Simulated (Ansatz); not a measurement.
## Calculated field gradients at the nuclei for CdSe under strain

The cell is a COD entry, relaxed with PBE at fixed cell and then changed (z compressed by 3 %, ions relaxed).

```
Cd Se
1.0
     4.29900    0.00000    0.00000
    -2.14950    3.72304    0.00000
     0.00000    0.00000    6.79970
Cd Se
2 2
Direct
  0.33333 0.66667 0.99661
  0.66667 0.33333 0.49661
  0.33333 0.66667 0.38018
  0.66667 0.33333 0.88018
```

Atoms are numbered from 1 in the order listed; like atoms form one site, named after its first atom.

The numbers come from a DFT calculation in Ansatz (PBE, plane waves and PAW, scalar-relativistic, 420 eV cutoff, Γ-centred 12×12×6 k-points, Fermi–Dirac smearing 0.02 eV).

V_zz is the principal component of the electric field gradient with the largest magnitude, η = (V_xx − V_yy)/V_zz and C_Q = eQV_zz/h.

```tsv
site	atoms (order as listed)	first shell	V_zz (10²¹ V/m²)	η	C_Q (MHz)
Cd	1, 2	4 Se at 2.61 Å	0.41	0.00	–
Se	3, 4	4 Cd at 2.61 Å	-2.05	0.00	–
```

An axis of threefold or higher order runs through Cd and Se, so V_zz lies along it and η is zero.

Cd, Se have no stable isotope with a ground-state quadrupole moment in the table, so no C_Q is given.

Without spin–orbit coupling (the program notes it for Cd) the gradients can shift somewhat, as the gap is small.
